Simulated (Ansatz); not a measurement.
All numbers below come from DFT PBEsol, scalar-relativistic, plane waves, PAW in Ansatz.

Settings: cutoff 420 eV, Γ-centred mesh 12×12×12 on the computed 4-atom cell, Gaussian smearing of 0.05 eV; no spin polarisation.

```
In Se
1.0
     2.10934    1.21783    8.27234
    -2.10934    1.21783    8.27234
     0.00000   -2.43566    8.27234
In Se
2 2
Direct
  0.99795 0.99795 0.99795
  0.11482 0.11482 0.11482
  0.60705 0.60705 0.60705
  0.83788 0.83788 0.83788
```

(1) Is this geometry at equilibrium? Which atom feels the largest force?

(2) Give all forces and the stress.

The cell holds layers, chains or molecules, and where no dispersion correction was added their binding is poorly described.

## Answers

(1) It isn't. Atom 3 (Se) feels (0.00, 0.00, 1.35) eV/Å, 1.347 eV/Å in size.

(2)
```
atom Fx Fy Fz
 In1  0.000  0.000  -0.837
 In2  0.000  0.000   0.738
 Se3  0.000  0.000   1.347
 Se4  0.000  0.000  -1.248
```
Stress (GPa, compression positive):
```
-5.86  0.00  0.00
 0.00 -5.86  0.00
 0.00  0.00 -5.81
```